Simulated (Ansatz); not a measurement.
Input and command of a plane-wave DFT calculation in Ansatz:

```yaml
crystal:
  lattice:
    - [13.1270682281, 0.0, 0.0]
    - [0.0, 4.3756894094, 0.0]
    - [0.0, 0.0, 18.5635341141]
  atoms:
    - { symbol: Ta, position: [0.1666666667, 0.0, 0.0808035793] }
    - { symbol: "N", position: [0.0, 0.0, 0.0808035793] }
    - { symbol: Ta, position: [0.1666666667, 0.5, 0.1986607012] }
    - { symbol: "N", position: [0.0, 0.5, 0.1986607012] }
    - { symbol: Ta, position: [0.0, 0.0, 0.1986607012] }
    - { symbol: "N", position: [0.1666666667, 0.0, 0.1986607012] }
    - { symbol: Ta, position: [0.0, 0.5, 0.0808035793] }
    - { symbol: "N", position: [0.1666666667, 0.5, 0.0808035793] }
    - { symbol: Ta, position: [0.5, 0.0, 0.0808035793] }
    - { symbol: "N", position: [0.3333333333, 0.0, 0.0808035793] }
    - { symbol: Ta, position: [0.5, 0.5, 0.1986607012] }
    - { symbol: "N", position: [0.3333333333, 0.5, 0.1986607012] }
    - { symbol: Ta, position: [0.3333333333, 0.0, 0.1986607012] }
    - { symbol: "N", position: [0.5, 0.0, 0.1986607012] }
    - { symbol: Ta, position: [0.3333333333, 0.5, 0.0808035793] }
    - { symbol: "N", position: [0.5, 0.5, 0.0808035793] }
    - { symbol: Ta, position: [0.8333333333, 0.0, 0.0808035793] }
    - { symbol: "N", position: [0.6666666667, 0.0, 0.0808035793] }
    - { symbol: Ta, position: [0.8333333333, 0.5, 0.1986607012] }
    - { symbol: "N", position: [0.6666666667, 0.5, 0.1986607012] }
    - { symbol: Ta, position: [0.6666666667, 0.0, 0.1986607012] }
    - { symbol: "N", position: [0.8333333333, 0.0, 0.1986607012] }
    - { symbol: Ta, position: [0.6666666667, 0.5, 0.0808035793] }
    - { symbol: "N", position: [0.8333333333, 0.5, 0.0808035793] }
    - { symbol: Ta, position: [0.1666666667, 0.0, 0.3165178232] }
    - { symbol: "N", position: [0.0, 0.0, 0.3165178232] }
    - { symbol: Ta, position: [0.0, 0.5, 0.3165178232] }
    - { symbol: "N", position: [0.1666666667, 0.5, 0.3165178232] }
    - { symbol: Ta, position: [0.5, 0.0, 0.3165178232] }
    - { symbol: "N", position: [0.3333333333, 0.0, 0.3165178232] }
    - { symbol: Ta, position: [0.3333333333, 0.5, 0.3165178232] }
    - { symbol: "N", position: [0.5, 0.5, 0.3165178232] }
    - { symbol: Ta, position: [0.8333333333, 0.0, 0.3165178232] }
    - { symbol: "N", position: [0.6666666667, 0.0, 0.3165178232] }
    - { symbol: Ta, position: [0.6666666667, 0.5, 0.3165178232] }
    - { symbol: "N", position: [0.8333333333, 0.5, 0.3165178232] }
basis:
  ecutwfc: 420
kpoints:
  mp_grid: { grid: [3, 8, 1] }
hamiltonian:
  xc: pbesol
scf:
  occupations: { method: gaussian, width: 0.1 }
output:
  forces: true
  eigenvalues: true
  populations: true
  write_density: true
  write_potential: true
  elf: true
  volumetric_format: npy
relax:
  adjacent_minimum: "off"
  f_tol: 0.02
  max_steps: 45
  constraints: [{ sites: [0, 1, 6, 7, 8, 9, 14, 15, 16, 17, 22, 23] }]
efield:
  axis: 3
  dipole_correction: true
  ramp_width: 0.04
```

```bash
ansatz run input.yaml --threads 4 --pin off --max-ram 11264MiB --backend cpu --events-out ev --progress --plain --runs-dir out
```

Processor: Intel(R) Xeon(R) Platinum 8259CL CPU @ 2.50GHz (Skylake/Cascade Lake), 4 threads, on a host shared with other jobs.

Q: How long does it run, and how much memory does it take?

A: About 7 min on 4 threads of Intel(R) Xeon(R) Platinum 8259CL CPU @ 2.50GHz (Skylake/Cascade Lake), with other jobs on the host, peak memory 4.5 GiB. It solves 198 bands at 10 k points (the mesh reduced by the symmetry that the task leaves, which can be less than the crystal's) with about 20751 plane waves, in 31 SCF iterations over 5 ionic steps.
